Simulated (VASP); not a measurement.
Wanted: the native input for a VASP 6.6.1 run.

```yaml
Task: relaxation of the atoms
Functional: r2SCAN
Potentials_or_basis: VASP PAW PBE potentials, release 64 (Cd, Te)
Cutoff: 600 eV
k_mesh: 8 × 8 × 8
Occupations: gaussian, width 0.03 eV
Spin: no spin polarisation
Further_INCAR_settings: ALGO = Normal; EDIFF = 1e-07; IBRION = 2; EDIFFG = -0.01; NSW = 40
```

The structure of CdTe lies in POSCAR:

```
CdTe                                    
1.0
    0.0000000000      3.3021317216      3.3021317216
    3.3021317216      0.0000000000      3.3021317216
    3.3021317216      3.3021317216      0.0000000000
  Cd              Te            
     1     1
Direct
     0.0000000000000000    0.0000000000000000    0.0000000000000000
     0.2500000000000000    0.2500000000000000    0.2500000000000000
```

The cell isn't the ideal one: a relaxed cell with its volume scaled by 1.02.

The input as run:

INCAR

```
PREC     = Accurate       # precision mode
ENCUT    = 600            # plane-wave cutoff, eV
EDIFF    = 1E-7           # SCF threshold, eV
ISMEAR   = 0              # smearing method
SIGMA    = 0.03           # smearing width, eV
LREAL    = False          # projectors in reciprocal space
LASPH    = True           # aspherical terms in the spheres
NELM     = 80             # most SCF steps
ALGO     = Normal         # electronic algorithm
ISIF     = 2              # what is computed and relaxed
LWAVE    = False          # write WAVECAR
LCHARG   = False          # write CHGCAR
METAGGA  = R2SCAN         # meta-GGA
LMIXTAU  = True         
IBRION   = 2              # ionic algorithm
NSW      = 40             # ionic steps
EDIFFG   = -0.01          # ionic threshold
```

KPOINTS

```
regular mesh
0
Gamma
  8 8 8
```

Potentials or basis: VASP PAW PBE potentials, release 64 (Cd, Te).

Command:

```sh
$ cat potpaw_PBE.64/Cd/POTCAR potpaw_PBE.64/Te/POTCAR > POTCAR
$ mpirun -np 1 vasp_std > vasp.out
```

It gave:

The pressure after relaxing is -0.8 GPa and the band gap on the k mesh is 1.09 eV, direct.

Caveat: the relaxation stopped at its first step, so nothing moved; the PAW data sets were made with another functional, which shifts forces and pressure a little; spin-orbit coupling is left out, which moves the levels of the heavy elements.

Wall time 2.9 min on 1 thread of AMD EPYC 9R14 (Zen 4) (shared host), peak memory 0.24 GiB.
